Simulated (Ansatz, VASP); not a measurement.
# One calculation of Ru, two programs

```
CELL_PARAMETERS angstrom
0.00000 1.90614 1.90614
1.90614 0.00000 1.90614
1.90614 1.90614 0.00000
ATOMIC_POSITIONS crystal
Ru 0.00000 0.00000 0.00000
```

Alike in both runs: functional PBE; k mesh 14 × 14 × 14; occupations fermi-dirac, width 0.1 eV; no spin polarisation.

Ansatz relaxed the structure, and its values are those at the end. VASP's run is a single point on that final structure, the one shown.

```csv
,VASP,Ansatz
version,VASP 6.6.1,Ansatz 0.2.0
potentials or method,"VASP PAW PBE potentials, release 64 (Ru_pv)","plane waves (420 eV) with PAW, scalar-relativistic"
plane-wave cutoff (eV),520,420
valence electrons in the cell,14,16
```

```csv
,VASP,Ansatz,Ansatz less VASP
pressure (GPa),-0.1,0.0,+0.10
```

The two sets of potentials don't hold the same shells in valence.
